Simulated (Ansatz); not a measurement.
# MgSe under compression and expansion

```
CELL_PARAMETERS angstrom
0.00000 2.75410 2.75410
2.75410 0.00000 2.75410
2.75410 2.75410 0.00000
ATOMIC_POSITIONS crystal
Mg 0.00000 0.00000 0.00000
Se 0.50000 0.50000 0.50000
```

The structure comes from a relaxation in the same program, started in the rocksalt type, and has space group Fm-3m. Whether it is a known phase or the ground state wasn't checked.

Levels of theory: DFT, PBE, all-electron LAPW, scalar-relativistic (Ansatz 0.2.0); DFT, PBE, PAW with Ansatz's default frozen-core files, scalar-relativistic (Ansatz 0.2.0).

For LAPW: a Γ-centred 11×11×11 k mesh, Fermi–Dirac smearing of 0.03 eV, basis error target 0.25 meV/atom, no spin polarisation. PAW takes a cutoff of 420 eV at this cell. The Ansatz runs share mesh, smearing and spin set-up. Plane-wave (PAW) pressures include the program's estimate of the Pulay term.

The cell above is scaled evenly, with fractional coordinates and shape held.

```json
{"V/V(cell)": "0.9405", "V (Å³/atom)": "19.647", "P, LAPW (GPa)": "?", "P, PAW (GPa)": "?", "gap on the k mesh, LAPW (eV)": "?"}
{"V/V(cell)": "0.9700", "V (Å³/atom)": "20.263", "P, LAPW (GPa)": "1.96", "P, PAW (GPa)": "1.97", "gap on the k mesh, LAPW (eV)": "1.90"}
{"V/V(cell)": "1.0000", "V (Å³/atom)": "20.890", "P, LAPW (GPa)": "0.00", "P, PAW (GPa)": "0.00", "gap on the k mesh, LAPW (eV)": "1.85"}
{"V/V(cell)": "1.0300", "V (Å³/atom)": "21.517", "P, LAPW (GPa)": "-1.69", "P, PAW (GPa)": "-1.68", "gap on the k mesh, LAPW (eV)": "1.80"}
{"V/V(cell)": "1.0600", "V (Å³/atom)": "22.143", "P, LAPW (GPa)": "-3.13", "P, PAW (GPa)": "-3.13", "gap on the k mesh, LAPW (eV)": "1.75"}
```

(1) Fill in the row V/V(cell) = 0.9405.

(2) What do Birch–Murnaghan fits to the pressures give?

Answers

(1) P, LAPW (GPa) = 4.21, P, PAW (GPa) = 4.22, gap on the k mesh, LAPW (eV) = 1.96.

(2) LAPW: V0 = 20.89 Å³/atom, B0 = 61 GPa, B0′ = 4.1; PAW: V0 = 20.89 Å³/atom, B0 = 61 GPa, B0′ = 4.1.
